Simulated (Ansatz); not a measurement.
## Ir: band structure with LDA

Ir:

```xyz
1
Lattice="0.0000 1.9156 1.9156 1.9156 0.0000 1.9156 1.9156 1.9156 0.0000" Properties=species:S:1:pos:R:3 pbc="T T T"
Ir    0.0000    0.0000    0.0000
```

```yaml
Program: Ansatz 0.2.0
Task: band structure
Functional: LDA
Potentials_or_basis: Ansatz PAW
Cutoff: "420 eV (not typed: the program's choice for these potentials)"
k_mesh: 9 × 9 × 9
Occupations: fermi-dirac, width 0.05 eV
Spin: spin-orbit coupling, no magnetisation
Path: "[[\"G\", \"X\", \"W\", \"K\", \"G\", \"L\", \"U\", \"W\", \"L\", \"K\"], [\"U\", \"X\"]]"
Points_for_each_segment_of_the_path: 14
```

| Item | Value |
| --- | --- |
| Pressure | -5.9 GPa |
| Band gap on the k mesh | none (metal or under the smearing width) |

Levels at the corners of the path, in eV from the Fermi level:
```tsv
point	band 14	band 15	band 16	band 17	band 18	band 19
Γ	-4.31	-3.47	-3.47	-1.06	-1.06	-1.06
X	0.74	1.17	1.17	1.40	1.40	2.08
W	-5.00	-1.77	-1.77	1.54	1.54	8.10
K	-3.05	-0.89	-0.89	0.71	0.71	6.14
Γ	-4.31	-3.47	-3.47	-1.06	-1.06	-1.06
L	-3.64	-0.92	-0.92	0.66	0.66	1.25
U	-3.05	-0.89	-0.89	0.71	0.71	6.14
W	-5.00	-1.77	-1.77	1.54	1.54	8.10
L	-3.64	-0.92	-0.92	0.66	0.66	1.25
K	-3.05	-0.89	-0.89	0.71	0.71	6.14
U	-3.05	-0.89	-0.89	0.71	0.71	6.14
X	0.74	1.17	1.17	1.40	1.40	2.08
```

It took 2.2 s on 2 threads of AMD EPYC 9R14 (Zen 4), on a shared host, peak memory 0.36 GiB.

Caveat: the PAW data sets come from PBE, with cores solved anew for the run's functional, which leaves a small shift of forces and pressure.
